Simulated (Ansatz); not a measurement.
The system is CsPbCl3.

```
CELL_PARAMETERS angstrom
5.60500 0.00000 0.00000
0.00000 5.60500 0.00000
0.00000 0.00000 5.60500
ATOMIC_POSITIONS crystal
Pb 0.50000 0.50000 0.50000
Cs 0.00000 0.00000 0.00000
Cl 0.50000 0.00000 0.50000
Cl 0.00000 0.50000 0.50000
Cl 0.50000 0.50000 0.00000
```

- Program: Ansatz 0.2.0
- Task: relaxation of cell and atoms
- Functional: RPBE
- Potentials or basis: Ansatz PAW
- Cutoff: 420 eV (not typed: the program's choice for these potentials)
- k mesh: 5 × 5 × 5
- Occupations: fermi-dirac, width 0.05 eV
- Spin: no spin polarisation

At the start: volume 35.22 Å³/atom.

**Question.** Where does the relaxation end?

**Answer.** It ends after 5 steps and the volume is 40.15 Å³/atom (+14.0 %); space group Pm-3m (No. 221, to 0.05 Å).

Step by step:
```csv
step,energy change (eV),largest force (eV/Å),volume (Å³)
1,0.0000,0.0000,176.09
2,-0.1944,0.0000,191.18
3,-0.2227,0.0000,198.94
4,-0.2238,0.0000,200.75
5,-0.2248,0.0000,200.75
```

Final structure:
```yaml
crystal:
  lattice:
    - [5.85536, 0.00000, 0.00000]
    - [0.00000, 5.85536, 0.00000]
    - [0.00000, 0.00000, 5.85536]
  atoms:
    - { symbol: Pb, position: [0.50000, 0.50000, 0.50000] }
    - { symbol: Cs, position: [0.00000, 0.00000, 0.00000] }
    - { symbol: Cl, position: [0.50000, 0.00000, 0.50000] }
    - { symbol: Cl, position: [0.00000, 0.50000, 0.50000] }
    - { symbol: Cl, position: [0.50000, 0.50000, 0.00000] }
```

Caveat: the plane-wave basis is chosen anew once the cell has moved, so the energies of steps on either side of that aren't comparable; the PAW data sets come from PBE, with cores solved anew for the run's functional, which leaves a small shift of forces and pressure.
